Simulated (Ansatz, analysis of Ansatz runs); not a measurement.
# Migration in LaOF (R-3m): V_O hop (2.9 Å), charge +2, part 4 of 4

How high is the barrier when O changes place in LaOF (R-3m)? The case: V_O hop (2.9 Å), charge +2, in a cell of 36 host atoms with 1 O taken out.

Ansatz 0.2.0; plane-wave PAW DFT, PBEsol; nudged elastic band between two relaxed defect structures at fixed charge in a uniform background.

So far, barrier forward (eV): step 4 (nudged elastic band, charge +2) 0.559.

### 5. Single point at the start point, HSE06

A whole band with exact exchange would cost too much, so three single points on the path found stand in. The start is shown; top and end are run alike.

This step: plane-wave PAW DFT, HSE06; single point of a defect supercell on a structure of the PBEsol path.

qp2.start.hse06/input.yaml

```yaml
crystal:
  lattice:
    - [-4.01323028, 6.95111876, 0.0]
    - [-12.03969085, 0.0, 0.0]
    - [-2.00661514, 1.15851979, 6.68937331]
  atoms:
    - { symbol: La, position: [0.1338584, 0.08237642, 0.22387393] }
    - { symbol: La, position: [0.36918329, 0.24652618, 0.77993077] }
[... 3 atom lines left out ...]
    - { symbol: F, position: [0.42061224, 0.29790263, 0.40598737] }
[... 1 atom line left out ...]
    - { symbol: La, position: [0.34699562, 0.59361741, 0.76849338] }
    - { symbol: O, position: [0.18694342, 0.46209627, 0.86797339] }
    - { symbol: O, position: [0.34194199, 0.53419012, 0.11178743] }
[... 1 atom line left out ...]
    - { symbol: F, position: [0.43179652, 0.62537107, 0.39138039] }
    - { symbol: La, position: [0.13125579, 0.75384684, 0.2167711] }
[... 1 atom line left out ...]
    - { symbol: O, position: [0.18552543, 0.79329165, 0.86598327] }
[... 6 atom lines left out ...]
    - { symbol: O, position: [0.79783458, 0.22862543, 0.1151157] }
[... 2 atom lines left out ...]
    - { symbol: La, position: [0.624007, 0.41436187, 0.26641249] }
[... 1 atom line left out ...]
    - { symbol: O, position: [0.80257933, 0.53444393, 0.11208612] }
    - { symbol: F, position: [0.57927519, 0.3845708, 0.63829263] }
[... 5 atom lines left out ...]
    - { symbol: F, position: [0.57948579, 0.68690641, 0.62933751] }
    - { symbol: F, position: [0.93628038, 0.96106093, 0.3788594] }
total_charge: 2
basis:
  ecutwfc: 420
  xc_grid: 2
hamiltonian:
  xc: hse06
kpoints:
  mp_grid: { grid: [1, 1, 1] }
scf:
  occupations: { method: fixed }
  max_iter: 60
output:
  forces: true
  eigenvalues: true
checkpoint:
  write: "../qp2.start.hse06.run"
  compress: false
  write_wavefunctions: false
  write_every: 100000
```

Started as:

```bash
ansatz run input.yaml --threads 4 --pin off --max-ram 7536MiB --backend cpu --events-out ev --progress --plain --runs-dir out
```

Numbers of over 12 decimals in the logs are rounded to 6 here.

The program printed:

```text
[...]
exact exchange: scf.exx.singularity resolves to wigner_seitz, which cuts the screened interaction at the faces of the exchange supercell's Wigner-Seitz cell, so that each pair interacts once, at the shortest of its separations (the periodic images that this [...]
[...]
davidson cushion auto → on  (no smearing: the cushion is to keep the highest requested band from converging to the state above it; pin scf.eigensolver.cushion to override)
Crystal: 35 atoms, lattice volume = 559.829 Å³
Basis set: ecut = 420 eV, 10937 PW (Γ), exchange–correlation on 108×162×96 points (8 copies of the dense FFT grid, shifted against one another)
Bands: 175, of which v1, the nominal top of the filled ones, is band 140 counted from 1 (139 counted from 0)
Symmetry: 1 space group operations
[...]
k-points: 1
[...]
SCF iter   1: F=—  HF=-91037.682092 eV  |F-HF|=—  |Δ(HF+E_count)|=         —  Δρ=1.92e-2  dr2=1.75e0  ethr=1.77e-3  ⟨swp⟩=5.0  Hψ=882  notcnv=0
[...]
Internal energy: -91089.008183 eV  (E = F + TS)
E sigma→0 (E₀):  -91089.008183 eV
Fermi energy:    7.405609 eV
[...]
--- Forces (eV/Å), atoms counted from 1 ---
  atom   1  La    -0.00486838     0.02077355    -0.05968235
  atom   2  La     0.02345732     0.01086327     0.07748806
  [... 5 atoms left out ...]
  atom   8  La    -0.01066888    -0.02370545     0.08337336
  atom   9  O     -0.02148891    -0.00400042    -0.07432338
  atom  10  O      0.00296800     0.05084132     0.01620139
  [... 1 atom left out ...]
  atom  12  F     -0.00813955    -0.00085380     0.04385439
  [... 2 atoms left out ...]
  atom  15  O      0.01676027     0.00316767    -0.06619123
  [... 6 atoms left out ...]
  atom  22  O     -0.03553945    -0.01423253     0.01565108
  [... 2 atoms left out ...]
  atom  25  La     0.00851619    -0.00291906    -0.10225879
  [... 1 atom left out ...]
  atom  27  O      0.07983833    -0.02330836     0.02614948
  atom  28  F     -0.03686236     0.02082992    -0.01711747
  [... 5 atoms left out ...]
  atom  34  F      0.04505300     0.02223260    -0.03566658
  [... 1 atom left out ...]
  max |Σ_I F_I| component: 7.50e-5 eV/Å
--- Band table (eV) ---
[...]
[key lines of the parts left out:]
Free energy (F): -91089.008183 eV
```

The job ended after 97 s (4 threads of Arm Neoverse V1, shared host; peak memory 1.2 GiB; 5.2 min of CPU time).

This step gave:

| Property | Result |
| --- | --- |
| free energy | -91089.0082 eV |

### 6. Barrier from single points, HSE06

Analysis of the runs above: barrier from HSE06 single points on the PBEsol path.

It gives:

- barrier forward: 0.5933 eV
- barrier backward: 0.5937 eV
- end less start: -4.68e-4 eV

This gives 0.593 eV against the band's 0.559 eV.

### 7. Single point at the top of the path, PBEsol

A single point at the top of the band gives the levels near the gap and the populations there.

This step: plane-wave PAW DFT, PBEsol; single point of a defect supercell on a structure of the PBEsol path.

qp2.top.probe/input.yaml

```yaml
crystal:
  lattice:
    - [-4.01323028, 6.95111876, 0.0]
    - [-12.03969085, 0.0, 0.0]
    - [-2.00661514, 1.15851979, 6.68937331]
  atoms:
    - { symbol: La, position: [0.1389358, 0.07926816, 0.2243509] }
    - { symbol: La, position: [0.36929504, 0.24875095, 0.77663868] }
[... 3 atom lines left out ...]
    - { symbol: F, position: [0.41614452, 0.30699667, 0.39570459] }
[... 1 atom line left out ...]
    - { symbol: La, position: [0.3547287, 0.5938956, 0.7409157] }
    - { symbol: O, position: [0.18553118, 0.46356119, 0.87386833] }
    - { symbol: O, position: [0.50101955, 0.50411056, -0.00059178] }
[... 1 atom line left out ...]
    - { symbol: F, position: [0.42588248, 0.61837463, 0.37229906] }
[... 2 atom lines left out ...]
    - { symbol: O, position: [0.18399135, 0.79120595, 0.86906248] }
[... 6 atom lines left out ...]
    - { symbol: O, position: [0.81721898, 0.20826984, 0.12670338] }
[... 2 atom lines left out ...]
    - { symbol: La, position: [0.64686149, 0.40448941, 0.25698997] }
    - { symbol: La, position: [0.87267091, 0.58808249, 0.77594952] }
    - { symbol: O, position: [0.81800888, 0.53413986, 0.12544682] }
    - { symbol: F, position: [0.57771862, 0.38039692, 0.62756581] }
[... 5 atom lines left out ...]
    - { symbol: F, position: [0.58585447, 0.69226354, 0.60212728] }
    - { symbol: F, position: [0.94116485, 0.95580346, 0.3801006] }
total_charge: 2
basis:
  ecutwfc: 420
  xc_grid: 2
hamiltonian:
  xc: pbesol
kpoints:
  mp_grid: { grid: [1, 1, 1] }
scf:
  occupations: { method: fixed }
  max_iter: 60
output:
  forces: true
  eigenvalues: true
  eigenstates: { localisation: true }
  populations: true
  write_density: true
  write_potential: true
  volumetric_format: npy
  elf: true
checkpoint:
  write: "../qp2.top.probe.run"
  compress: false
  write_wavefunctions: false
  write_every: 100000
```

The program printed:

```text
[...]
La: projections on atomic orbitals take those of the free atom [Kr 4d10] 4f0 5s2 5p6 5d1 6s2, of charge +0.00 (hamiltonian.pseudopotentials.projection_atoms); the dataset's partial waves leave at most 1.9e-5 of an orbital's norm unspanned inside its sphere
[...]
Crystal: 35 atoms, lattice volume = 559.829 Å³
Basis set: ecut = 420 eV, 10937 PW (Γ), exchange–correlation on 108×162×96 points (8 copies of the dense FFT grid, shifted against one another)
Bands: 175, of which v1, the nominal top of the filled ones, is band 140 counted from 1 (139 counted from 0)
Symmetry: 1 space group operations
[...]
k-points: 1
[...]
SCF iter   1: F=—  HF=-89803.466052 eV  |F-HF|=—  |Δ(HF+E_count)|=         —  Δρ=7.57e-3  dr2=3.78e-1  ethr=1.77e-3  ⟨swp⟩=5.0  Hψ=637  notcnv=0  defer=32
[...]
[... 2 atoms left out ...]
  atom  15  O      0.00762820     0.01074469     0.00517406
  [... 6 atoms left out ...]
  atom  22  O      0.00081919     0.00147693    -0.00167163
  [... 2 atoms left out ...]
  atom  25  La    -0.01153623     0.01682030     0.02027747
  [... 1 atom left out ...]
  atom  27  O      0.00051738    -0.00581871    -0.00141972
  atom  28  F      0.00642004     0.00260043    -0.00510451
  [... 7 atoms left out ...]
  max |Σ_I F_I| component: 8.17e-7 eV/Å
--- Band table (eV) ---
[...]
--- Löwdin populations: 35 sites ---
  site symbol       q [e]
     0     La      9.9463
     1     La      9.9087
  [... 3 atoms left out ...]
     5      F      7.3982
  [... 1 atom left out ...]
     7     La     10.0277
     8      O      6.5143
     9      O      6.4976
  [... 1 atom left out ...]
    11      F      7.3784
  [... 2 atoms left out ...]
    14      O      6.5244
  [... 6 atoms left out ...]
    21      O      6.5280
  [... 2 atoms left out ...]
    24     La     10.0286
  [... 1 atom left out ...]
    26      O      6.5103
    27      F      7.3804
  [... 7 atoms left out ...]
  spilling = 0.002073 (of n_electrons = 280.000000)
[key lines of the parts left out:]
SCF converged after 11 iterations
Free energy (F): -89803.401391 eV
Fermi energy:    8.259579 eV
```

Run time: 10 s. Hardware: 4 threads; peak memory 0.7 GiB.

Numbers from this step:

```
free energy : -89803.4014 eV
```

From eigenstates.tsv, first k-point; energies on the run's zero. The participation number counts the atoms that a state is spread over, of 35; bands count from 0.

```csv
spin,band,energy (eV),occupation,participation,largest share on,share
both,134,7.871,2.00,11.3,O10,0.21
both,135,7.894,2.00,9.9,O3,0.18
both,136,7.903,2.00,10.6,O33,0.17
both,137,8.120,2.00,8.6,O16,0.17
both,138,8.155,2.00,4.6,O10,0.42
both,139,8.260,2.00,3.3,O10,0.53
both,140,12.336,0.00,21.4,O10,0.08
both,141,12.759,0.00,20.9,La20,0.09
both,142,12.835,0.00,20.8,La26,0.08
both,143,12.944,0.00,19.5,La19,0.09
both,144,13.151,0.00,16.8,La7,0.12
```

Under PBEsol at the zone centre alone, the highest filled state is spread over 3 of 35 atoms, and the lowest empty one, 4.08 eV above it, is spread over 21 of 35 atoms.

Löwdin populations of the atoms near the centre, and their excess over far atoms of the same element, which can also hold differences between inequivalent host sites (the log counts sites from 0):

```csv
atom,distance from the centre (Å),electrons,excess
O10,0.05,6.498,-0.005
La8,2.17,10.028,0.103
La25,2.17,10.029,0.104
F28,3.12,7.380,0.007
F12,3.12,7.378,0.005
O9,3.16,6.514,0.012
O27,3.17,6.510,0.008
O15,3.19,6.524,0.022
```

Electrostatic potential energy in the bc plane at fractional x = 0.500, through the centre, with atoms of O and F within 0.45 Å of it. With pseudopotentials it is smooth inside the atoms' cores, unlike the true potential.

Ten even steps from '0' (-17 eV) to '9' (14 eV), each cell a mean:
```
9999999999999997100699999999999999
9999887889999999744899999988778899
9998765568999999877899999987545789
9998742136899998765678999986311478
9998741015789998753357899986300268
8658863225787468753247888987511258
7103886556886117865457863698754568
8301898778898537887678873489887788
9856999999999989998888998899998899
9999999999999989999999999999999899
9988899985688878899768998888995138
8876678972378766788304887767894004
8753357886577643578513887544687315
8741025799998642368877886311478888
9752015789998754468999987410368999
9875335789999877778999998643468999
9987667899999998779999999876778999
9999888999999995005999999988889999
9999999999999994000799999999999999
```
Columns run along b (12.0 Å; values clipped at the 3rd and 97th percentile), rows up along c (7.1 Å). Atoms in or near the plane, at fractional coordinates: O at (0.50, 0.00), F at (0.95, 0.39), F at (0.05, 0.61).

ELF in the bc plane at fractional x = 0.500, through the centre, with atoms of O and F within 0.45 Å of it. It is the smooth field of the valence electrons, not physical close to the nuclei.

Ten even steps from '0' (0.01) to '9' (0.81), each cell a mean:
```
0000000000000269979973000000000000
0000011100000026899852000000111000
0000134431000001244320000002444200
0100268874001200134320000014788620
3541169986125641278851134104899841
6996238996138984269972378622799841
7999514774138997227862389951278731
6999820111026998302321379972012211
2799720011002676200000158862001100
0144300366410011002442013320037762
2000000589851011016997300000059997
4134420489962255216999611342049999
4269972169962489723899613787316999
2269996125641489841488513899722687
0158986201210256641134202688840132
0025664200000012321000001356530000
0001221100000136775300000122210000
0000011000000379999730000001110000
0000000000000389758962000000000000
```
Columns run along b (12.0 Å), rows up along c (7.1 Å). Atoms in or near the plane, at fractional coordinates: O at (0.50, 0.00), F at (0.95, 0.39), F at (0.05, 0.61).

Valence density in the bc plane at fractional x = 0.500, through the centre, with atoms of O and F within 0.45 Å of it. It is the smooth field of the valence electrons, not physical close to the nuclei.

Ten steps, logarithmic in the rise over the least value, from '0' (0.0 e/Å³) to '9' (6.7 e/Å³), each cell a mean:
```
0001122110000025898631000011221000
0001223221000013576531000012332100
0001234432000012344321000013444310
1111245543111111244431111123555421
2332245554223432345542222223566532
4665334554335664345543345423455543
5887423443236775334443467642244433
4787521222124675322322357642122222
2566421122112343211211235532112221
1233211234321122112332112221124442
2112111356542222124564211111136775
3223322357753333334787422232236897
4345542246653345434677533444335786
3345554223433345433455423455433454
1245554211111244432222223455532222
0134554210000134432111011345432100
0012333210000134554210000233321000
0001222100000136886410000122221000
0001122100000136998521000011211000
```
Columns run along b (12.0 Å), rows up along c (7.1 Å). Atoms in or near the plane, at fractional coordinates: O at (0.50, 0.00), F at (0.95, 0.39), F at (0.05, 0.61).

The distance between the highest filled and the lowest empty level goes from 3.75 eV at the start to 4.08 eV at the top.

### 8. What came out

```json
{
  "barrier forward": "0.56 eV",
  "barrier backward": "0.56 eV",
  "end less start": "0.00 eV",
  "hop length": "2.47 Å",
  "band iterations, as the log counts them": "7",
  "barrier from single points, HSE06": "0.59 eV"
}
```

In words: The top of the band lies 0.56 eV above the start and 0.56 eV above the end, which are alike in energy and neighbours. With an assumed prefactor of 1e13 per second it gives one hop a second along this one path at about 220 K; whether such hops link up through the crystal wasn't checked. At the top O10 stands 2.17 Å from its nearest La, 0.16 Å closer than at the start. Across functionals on this path (PBEsol 0.559 and HSE06 0.593 eV) the forward values spread by 0.034 eV. The order of the top as a saddle was not checked for all atoms, so a bent path could be lower. No image-charge correction is applied; it largely cancels along a path if the charge stays localised alike. Limits: sampling at the zone centre alone can move energies of charged and open-shell states by tenths of an eV or more in cells of this size; periodic copies of the defect are only 7.1 Å apart; spin–orbit coupling, which can matter with heavy atoms, is left out.

[Logs are printed without paths, hosts, clocks, repeated set-up lines and the standing remarks that a program may print on its own settings, such as how far it seeks lower states.]

[Hosts, paths, dates, database ids (printed as entryN), source tags and the programs' standing remarks are cut or masked in the printed files.]
